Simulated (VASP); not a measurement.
# CdS (Hawleyite) (F-43m) in VASP: notebook, part 3 of 4

VASP 6.6.1.

## 5. Band structure, PBE+TS-HI

This run uses another cell than the first one: it holds 8 atoms, not 2.

File INCAR:

```
  PREC = Medium
  ENCUT = 600
  EDIFF = 1E-6
  ISMEAR = -1
  SIGMA = 0.1
  LREAL = F
  LASPH = T
  NELM = 80
  ALGO = Fast
  ISIF = 2
  LWAVE = F
  LCHARG = F
  GGA = PE
  IVDW = 21
  NBANDS = 62
```

File CdS.cif:

```cif
data_CdS
_cell_length_a 5.83300000
_cell_length_b 5.83300000
_cell_length_c 5.83300000
_cell_angle_alpha 90.00000000
_cell_angle_beta 90.00000000
_cell_angle_gamma 90.00000000
_space_group_name_H-M_alt 'F-43m'
_space_group_name_Hall 'F -4 2 3'
_space_group_IT_number 216
loop_
_space_group_symop_operation_xyz
'x,y,z'
'y,-x,-z'
'-x,-y,z'
'-y,x,-z'
'x,-y,-z'
'y,x,z'
'-x,y,-z'
'-y,-x,z'
'z,x,y'
'-z,y,-x'
'z,-x,-y'
'-z,-y,x'
'-z,x,-y'
'z,y,x'
'-z,-x,y'
'z,-y,-x'
'y,z,x'
'-x,-z,y'
'-y,z,-x'
'x,-z,-y'
'-y,-z,x'
'x,z,y'
'y,-z,-x'
'-x,z,-y'
'x,y+1/2,z+1/2'
'y,-x+1/2,-z+1/2'
'-x,-y+1/2,z+1/2'
'-y,x+1/2,-z+1/2'
'x,-y+1/2,-z+1/2'
'y,x+1/2,z+1/2'
'-x,y+1/2,-z+1/2'
'-y,-x+1/2,z+1/2'
'z,x+1/2,y+1/2'
'-z,y+1/2,-x+1/2'
'z,-x+1/2,-y+1/2'
'-z,-y+1/2,x+1/2'
'-z,x+1/2,-y+1/2'
'z,y+1/2,x+1/2'
'-z,-x+1/2,y+1/2'
'z,-y+1/2,-x+1/2'
'y,z+1/2,x+1/2'
'-x,-z+1/2,y+1/2'
'-y,z+1/2,-x+1/2'
'x,-z+1/2,-y+1/2'
'-y,-z+1/2,x+1/2'
'x,z+1/2,y+1/2'
'y,-z+1/2,-x+1/2'
'-x,z+1/2,-y+1/2'
'x+1/2,y,z+1/2'
'y+1/2,-x,-z+1/2'
'-x+1/2,-y,z+1/2'
'-y+1/2,x,-z+1/2'
'x+1/2,-y,-z+1/2'
'y+1/2,x,z+1/2'
'-x+1/2,y,-z+1/2'
'-y+1/2,-x,z+1/2'
'z+1/2,x,y+1/2'
'-z+1/2,y,-x+1/2'
'z+1/2,-x,-y+1/2'
'-z+1/2,-y,x+1/2'
'-z+1/2,x,-y+1/2'
'z+1/2,y,x+1/2'
'-z+1/2,-x,y+1/2'
'z+1/2,-y,-x+1/2'
'y+1/2,z,x+1/2'
'-x+1/2,-z,y+1/2'
'-y+1/2,z,-x+1/2'
'x+1/2,-z,-y+1/2'
'-y+1/2,-z,x+1/2'
'x+1/2,z,y+1/2'
'y+1/2,-z,-x+1/2'
'-x+1/2,z,-y+1/2'
'x+1/2,y+1/2,z'
'y+1/2,-x+1/2,-z'
'-x+1/2,-y+1/2,z'
'-y+1/2,x+1/2,-z'
'x+1/2,-y+1/2,-z'
'y+1/2,x+1/2,z'
'-x+1/2,y+1/2,-z'
'-y+1/2,-x+1/2,z'
'z+1/2,x+1/2,y'
'-z+1/2,y+1/2,-x'
'z+1/2,-x+1/2,-y'
'-z+1/2,-y+1/2,x'
'-z+1/2,x+1/2,-y'
'z+1/2,y+1/2,x'
'-z+1/2,-x+1/2,y'
'z+1/2,-y+1/2,-x'
'y+1/2,z+1/2,x'
'-x+1/2,-z+1/2,y'
'-y+1/2,z+1/2,-x'
'x+1/2,-z+1/2,-y'
'-y+1/2,-z+1/2,x'
'x+1/2,z+1/2,y'
'y+1/2,-z+1/2,-x'
'-x+1/2,z+1/2,-y'
loop_
_atom_site_label
_atom_site_type_symbol
_atom_site_symmetry_multiplicity
_atom_site_Wyckoff_symbol
_atom_site_fract_x
_atom_site_fract_y
_atom_site_fract_z
_atom_site_occupancy
Cd1 Cd 4 a 0.0000000000 0.0000000000 0.0000000000 1
S1 S 4 c 0.2500000000 0.2500000000 0.2500000000 1
```

File KPOINTS:

```
regular mesh
0
Gamma
  3 3 3
```

File POSCAR:

```
Cd S 
 1.0000000000000000
     5.8330000000000002    0.0000000000000000    0.0000000000000000
     0.0000000000000000    5.8330000000000002    0.0000000000000000
     0.0000000000000000    0.0000000000000000    5.8330000000000002
 Cd  S  
   4   4
Cartesian
  0.0000000000000000  0.0000000000000000  0.0000000000000000
  0.0000000000000000  2.9165000000000001  2.9165000000000001
  2.9165000000000001  0.0000000000000000  2.9165000000000001
  2.9165000000000001  2.9165000000000001  0.0000000000000000
  1.4582500000000000  1.4582500000000000  1.4582500000000000
  1.4582500000000000  4.3747500000000006  4.3747500000000006
  4.3747500000000006  4.3747500000000006  1.4582500000000000
  4.3747500000000006  1.4582500000000000  4.3747500000000006
```

File KPOINTS_OPT:

```
path GXMGRX,MR
15
line-mode
reciprocal
 0.0000000000  0.0000000000  0.0000000000  G
 0.0000000000  0.5000000000  0.0000000000  X

 0.0000000000  0.5000000000  0.0000000000  X
 0.5000000000  0.5000000000  0.0000000000  M

 0.5000000000  0.5000000000  0.0000000000  M
 0.0000000000  0.0000000000  0.0000000000  G

 0.0000000000  0.0000000000  0.0000000000  G
 0.5000000000  0.5000000000  0.5000000000  R

 0.5000000000  0.5000000000  0.5000000000  R
 0.0000000000  0.5000000000  0.0000000000  X

 0.5000000000  0.5000000000  0.0000000000  M
 0.5000000000  0.5000000000  0.5000000000  R
```

Potentials or basis: VASP PAW PBE potentials, release 64 (Cd_sv_GW, S_GW).

Started as:

```bash
$ ase convert -i cif -o vasp CdS.cif POSCAR
$ cat potpaw_PBE.64/Cd_sv_GW/POTCAR potpaw_PBE.64/S_GW/POTCAR > POTCAR
$ mpirun -np 1 vasp_std > vasp.out
```

OUTCAR:

```text
PREC = Medium
   ENCUT = 600
   EDIFF = 1E-6
   ISMEAR = -1
   LREAL = F
   LASPH = T
   NELM = 80
   ISIF = 2
   GGA = PE
   IVDW = 21
  IVDW =  21

 ion  position               nearest neighbor table
   1  0.000  0.000  0.000-   5 2.53   6 2.53   7 2.53   8 2.53
   2  0.000  0.500  0.500-   5 2.53   6 2.53   7 2.53   8 2.53
   3  0.500  0.000  0.500-   5 2.53   6 2.53   7 2.53   8 2.53
   4  0.500  0.500  0.000-   5 2.53   6 2.53   7 2.53   8 2.53
   5  0.250  0.250  0.250-   1 2.53   2 2.53   3 2.53   4 2.53
   6  0.250  0.750  0.750-   1 2.53   2 2.53   3 2.53   4 2.53
   7  0.750  0.750  0.250-   1 2.53   2 2.53   3 2.53   4 2.53
   8  0.750  0.250  0.750-   1 2.53   2 2.53   3 2.53   4 2.53

  LATTYP: Found a simple cubic cell.
 ALAT       =     5.8330000000

  Lattice vectors:

 A1 = (   5.8330000000,   0.0000000000,   0.0000000000)
 A2 = (   0.0000000000,   5.8330000000,   0.0000000000)
 A3 = (   0.0000000000,   0.0000000000,   5.8330000000)

Analysis of symmetry for initial positions (statically):
=====================================================================
 Subroutine PRICEL returns following result:

  LATTYP: Found a face centered cubic cell.
 ALAT       =     5.8330000000

  Lattice vectors:

 A1 = (   2.9165000000,  -2.9165000000,   0.0000000000)
 A2 = (   2.9165000000,   0.0000000000,   2.9165000000)
 A3 = (   0.0000000000,  -2.9165000000,   2.9165000000)

   4 primitive cells build up your supercell.

 Routine SETGRP: Setting up the symmetry group for a
 simple cubic supercell.

 Subroutine GETGRP returns: Found 24 space group operations
 (whereof 24 operations were pure point group operations)
 out of a pool of 48 trial point group operations.

The static configuration has the point symmetry T_d .

Analysis of symmetry for dynamics (positions and initial velocities):
=====================================================================
 Subroutine PRICEL returns following result:

  LATTYP: Found a face centered cubic cell.
 ALAT       =     5.8330000000

  Lattice vectors:

 A1 = (   2.9165000000,  -2.9165000000,   0.0000000000)
 A2 = (   2.9165000000,   0.0000000000,   2.9165000000)
 A3 = (   0.0000000000,  -2.9165000000,   2.9165000000)

   4 primitive cells build up your supercell.

 Routine SETGRP: Setting up the symmetry group for a
 simple cubic supercell.

 Subroutine GETGRP returns: Found 24 space group operations
 (whereof 24 operations were pure point group operations)
 out of a pool of 48 trial point group operations.

The dynamic configuration has the point symmetry T_d .

 Subroutine INISYM returns: Found 24 space group operations
 (whereof 24 operations are pure point group operations),
 and found     4 'primitive' translations

----------------------------------------------------------------------------------------

                                     Primitive cell

  volume of cell :      49.6153

  direct lattice vectors                    reciprocal lattice vectors
     2.916500000 -2.916500000  0.000000000     0.171438368 -0.171438368 -0.171438368
     2.916500000  0.000000000  2.916500000     0.171438368  0.171438368  0.171438368
     0.000000000 -2.916500000  2.916500000    -0.171438368 -0.171438368  0.171438368

  length of vectors
[... 41 lines left out ...]
  0.333333  0.333333  0.000000     12.000000
  0.333333  0.333333  0.333333      8.000000
   k-points           NKPTS =      4   k-points in BZ     NKDIM =      4   number of bands    NBANDS=     62
   number of dos      NEDOS =    301   number of ions     NIONS =      8
   total plane-waves  NPLWV =  46656
   dimension x,y,z NGX =    36 NGY =   36 NGZ =   36
   dimension x,y,z NGXF=    56 NGYF=   56 NGZF=   56
   ions per type =               4   4
   NGX,Y,Z   is equivalent  to a cutoff of  10.26, 10.26, 10.26 a.u.
   NGXF,Y,Z  is equivalent  to a cutoff of  15.96, 15.96, 15.96 a.u.
 SYSTEM =  unknown system
   PREC   = medium    normal or accurate (medium, high low for compatibility)
   ISTART =      0    job   : 0-new  1-cont  2-samecut
   ICHARG =      2    charge: 1-file 2-atom 10-const
   ISPIN  =      1    spin polarized calculation?
   LNONCOLLINEAR =      F non collinear calculations
   LSORBIT =      F    spin-orbit coupling
   LASPH  =      T    aspherical Exc in radial PAW
   ENCUT  =  600.0 eV  44.10 Ry    6.64 a.u.  11.65 11.65 11.65*2*pi/ulx,y,z
   NELM   =     80;   NELMIN=  2; NELMDL= -5     # of ELM steps
   EDIFF  = 0.1E-05   stopping-criterion for ELM
   LREAL  =      F    real-space projection
[... 7 lines left out ...]
   TEBEG  =    0.0;   TEEND  =   0.0 temperature during run
   PSTRESS=    0.0 pullay stress
   NELECT =     104.0000    total number of electrons
   NUPDOWN=      -1.0000    fix difference up-down
   EMIN   =  10.00;   EMAX   =-10.00  energy-range for DOS
   EFERMI =   0.00;   METHOD = LEGACY
   ISMEAR =    -1;   SIGMA  =   0.10  broadening in eV -4-tet -1-fermi 0-gaus
   EFERMI_NEDOS =   21; number of points for ismear=-14 and -15
   IALGO  =     68    algorithm
   IMIX   =      4    mixing-type and parameters
     AMIX     =   0.40;   BMIX     =  1.00
     AMIX_MAG =   1.60;   BMIX_MAG =  1.00
  volume/ion in A,a.u.               =      24.81       167.41
  Fermi-wavevector in a.u.,A,eV,Ry     =   1.319858  2.494170 23.701701  1.742026
  Thomas-Fermi vector in A             =   2.449726
   LORBIT       =      0    0 simple, 1 ext, 2 COOP (PROOUT), +10 PAW based schemes
   GGA     = PE    functional components
   LHFCALC =     F    Hartree Fock is set to
   AEXX    =    0.0000 exact exchange contribution
   IVDW    =    21    specifies the selected vdW correction
   LEPSILON=     F    determine dielectric tensor
   LRPA    =     F    only Hartree local field effects (RPA)
 non-spin polarized calculation
 RMM-DIIS sequential band-by-band and
  energy-cutoff  :      600.00
  volume of cell :      198.46
 maximum number of plane-waves:      6641
   NGX = 23   NGY = 23   NGZ = 23

 number of electron     103.9999942 magnetization

 Free energy of the ion-electron system (eV)
  ---------------------------------------------------
  ext. energy  EPLUGINS =         0.00000000
  ---------------------------------------------------
  free energy    TOTEN  =       -24.77620944 eV

  energy without entropy =      -24.77556498  energy(sigma->0) =      -24.77588721

 E-fermi :   3.5028     XC(G=0):  -9.2749

 val. band max:        2.8681758252   @ k =   0.0000   0.0000   0.0000
 cond. band min:       4.0102597239   @ k =   0.0000   0.0000   0.0000
 fundamental gap:      1.1420838987
 Fermi energy:         3.5027668470

 k-point     1 :       0.0000    0.0000    0.0000
  band No.  band energies     occupation
      1     -98.4622      2.00000
      2     -98.4622      2.00000
      3     -98.4622      2.00000
      4     -98.4622      2.00000
      5     -59.5266      2.00000
      6     -59.5266      2.00000
[... 249 lines left out ...]
     61      10.0332      0.00000
     62      10.3121      0.00000

------------------------ aborting loop because EDIFF is reached ----------------------------------------

  Hirshfeld charges:
            ion         q(e)
   ------------------------------
      1     Cd          0.279
      2     Cd          0.279
      3     Cd          0.279
      4     Cd          0.279
      5     S          -0.279
      6     S          -0.279
      7     S          -0.279
      8     S          -0.279

  Tkatchenko/Scheffler method for vdW energy calculation

  Number of pair interactions contributing to vdW energy:   94304

  Edisp (eV):   -1.52655

  FORCE on cell =-STRESS in cart. coord.  units (eV):
  Direction    XX          YY          ZZ          XY          YZ          ZX
  --------------------------------------------------------------------------------------
  -------------------------------------------------------------------------------------
  Total       0.46369     0.46369     0.46369     0.00000     0.00000    -0.00000
  in kB       3.74336     3.74336     3.74336     0.00000     0.00000    -0.00000
  external pressure =        3.74 kB  Pullay stress =        0.00 kB

 VOLUME and BASIS-vectors are now :
 -----------------------------------------------------------------------------
  energy-cutoff  :      600.00
  volume of cell :      198.46
      direct lattice vectors                 reciprocal lattice vectors
     5.833000000  0.000000000  0.000000000     0.171438368  0.000000000  0.000000000
     0.000000000  5.833000000  0.000000000     0.000000000  0.171438368  0.000000000
     0.000000000  0.000000000  5.833000000     0.000000000  0.000000000  0.171438368

 POSITION                                       TOTAL-FORCE (eV/Angst)
 -----------------------------------------------------------------------------------
      0.00000      0.00000      0.00000        -0.000000     -0.000000      0.000000
      0.00000      2.91650      2.91650         0.000000     -0.000000      0.000000
      2.91650      0.00000      2.91650        -0.000000     -0.000000      0.000000
      2.91650      2.91650      0.00000         0.000000      0.000000     -0.000000
      1.45825      1.45825      1.45825        -0.000000      0.000000     -0.000000
      1.45825      4.37475      4.37475        -0.000000      0.000000     -0.000000
      4.37475      4.37475      1.45825        -0.000000      0.000000     -0.000000
      4.37475      1.45825      4.37475        -0.000000      0.000000     -0.000000
 -----------------------------------------------------------------------------------
    total drift:                                0.000000      0.000000      0.000000

  FREE ENERGIE OF THE ION-ELECTRON SYSTEM (eV)
  ---------------------------------------------------
  free  energy   TOTEN  =       -26.3027625711 eV

  energy  without entropy=      -26.3021181048  energy(sigma->0) =      -26.30244034
```

Wall time 9.1 min (1 thread of AMD EPYC 9R45 (Zen 5), shared host); peak memory 0.21 GiB.

These settings aren't checked as converged (typed here: PREC = Medium; k = 3 × 3 × 3): the numbers below hold their error.

What came out:

| Property | Result |
| --- | --- |
| Free energy | -26.3028 eV |
| Pressure | 0.4 GPa |
| Band gap on the k mesh | 1.14 eV |
| Band gap along the path | 1.14 eV |
| Hirshfeld charges | Cd +0.28; S -0.28 e |
| Dispersion energy per atom | -0.191 eV |

(Part 3 of 4 ends here.)
